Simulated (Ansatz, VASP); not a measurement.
Fe: VASP beside Ansatz

The input POSCAR:

```
Fe
1.0
   -1.3932011820      1.3932011820      1.3932011820
    1.3932011820     -1.3932011820      1.3932011820
    1.3932011820      1.3932011820     -1.3932011820
Fe
1
Direct
    0.0000000000      0.0000000000      0.0000000000
```

The input INCAR.step1:

```
PREC     = Accurate       # precision mode
ENCUT    = 520            # plane-wave cutoff, eV
ISMEAR   = -1             # smearing method
SIGMA    = 0.05           # smearing width, eV
LREAL    = F              # projectors in reciprocal space
LASPH    = T              # aspherical terms in the spheres
NELM     = 150            # most SCF steps
ISPIN    = 2              # spin polarisation
MAGMOM   = 3              # initial moments
LMAXMIX  = 4              # l up to which the mixer works
NBANDS   = 14             # bands
GGA      = PE             # functional
ALGO     = Normal         # electronic algorithm
EDIFF    = 1E-4           # SCF threshold, eV
LWAVE    = T              # write WAVECAR
LCHARG   = F              # write CHGCAR
```

File INCAR.step2:

```
PREC     = Accurate       # precision mode
ENCUT    = 520            # plane-wave cutoff, eV
EDIFF    = 1E-7           # SCF threshold, eV
ISMEAR   = -1             # smearing method
SIGMA    = 0.05           # smearing width, eV
LREAL    = F              # projectors in reciprocal space
LASPH    = T              # aspherical terms in the spheres
NELM     = 150            # most SCF steps
ALGO     = Normal         # electronic algorithm
ISIF     = 2              # what is computed and relaxed
LWAVE    = F              # write WAVECAR
LCHARG   = F              # write CHGCAR
ISPIN    = 2              # spin polarisation
MAGMOM   = 3              # initial moments
LORBIT   = 11             # projections on sites
LMAXMIX  = 4              # l up to which the mixer works
METAGGA  = R2SCAN         # meta-GGA
LMIXTAU  = T            
NBANDS   = 14             # bands
ISTART   = 1
```

KPOINTS

```
regular mesh
0
Gamma
  14 14 14
```

Input for Ansatz:

```yaml
crystal:
  lattice:
    - [-1.393201182, 1.393201182, 1.393201182]
    - [1.393201182, -1.393201182, 1.393201182]
    - [1.393201182, 1.393201182, -1.393201182]
  atoms:
    - { symbol: Fe, position: [0.0, 0.0, 0.0], spin: 3.0 }
magnetization:
  spin_polarized: true
kpoints:
  mp_grid: { grid: [14, 14, 14] }
scf:
  occupations: { method: fermi_dirac, width: 0.05 }
hamiltonian:
  xc: r2scan
  pseudopotentials: { kind: paw }
output:
  forces: true
  stress: true
  eigenvalues: true
  populations: true
```

Change from the starting cell: volume scaled by 0.9, PAW files.

Alike in both runs: task single point; functional r2SCAN; k mesh 14 × 14 × 14; occupations fermi-dirac, width 0.05 eV; collinear spin.

```csv
,VASP,Ansatz
version,VASP 6.6.1,Ansatz 0.2.0
potentials or method,"VASP PAW PBE potentials, release 64 (Fe)","PAW with Ansatz's default frozen-core files, scalar-relativistic"
plane-wave cutoff (eV),520,500
valence electrons in the cell,8,16
```

|  | VASP | Ansatz | Ansatz less VASP |
| --- | --- | --- | --- |
| pressure (GPa) | 17.1 | 17.3 | +0.23 |
| net moment per atom (μB) | 2.53 | 2.53 | -0.001 |
| size of the moment on the site where the two differ most (μB) | 2.57 | 2.66 | +0.094 |

Site moments also hang on the region over which each program counts them. The functional is the same, so the differences come from potentials, cutoffs and numerics. The two sets of potentials don't hold the same shells in valence. Ansatz warned: «stability_check_not_made».

Caveats: so large a pressure means that the cell lies far from this level's equilibrium, or that cutoff or potentials fall short (VASP); the potentials were made for another functional, which shifts forces and pressure (VASP).
